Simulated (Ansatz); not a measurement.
# Relaxing MnS in the zincblende type

First guess:

```xyz
2
Lattice="0.0000 2.6007 2.6007 2.6007 0.0000 2.6007 2.6007 2.6007 0.0000" Properties=species:S:1:pos:R:3 pbc="T T T"
Mn    0.0000    0.0000    0.0000
S     1.3003    1.3003    1.3003
```

Theory: DFT, PBE, PAW with Ansatz's default frozen-core files, scalar-relativistic (Ansatz 0.2.0).

Cell and atoms relax within the symmetry of the start on a 12×12×12 k mesh with 0.05 eV Fermi–Dirac smearing, from parallel moments.

The start is built from a prototype, known or not as a phase of this compound; the cutoff is 420 eV.

The magnetic state is the one reached from parallel moments; other orders may lie lower.

(1) What is the pressure of the first guess?

(2) What does it relax to?

(3) How much energy does the relaxation release?

(4) What moment does the relaxed primitive cell (2 atoms) carry?

## Answers

(1) 10.11 GPa.

(2) a = 5.639 Å, b = 5.639 Å, c = 5.639 Å, α = 90.00°, β = 90.00°, γ = 90.00° (conventional cell), 22.42 Å³ per atom:
```
CELL_PARAMETERS angstrom
0.00000 2.81971 2.81971
2.81971 0.00000 2.81971
2.81971 2.81971 0.00000
ATOMIC_POSITIONS crystal
Mn 0.00000 0.00000 0.00000
S 0.25000 0.25000 0.25000
```

(3) 143 meV/atom.

(4) 4.95 μB.
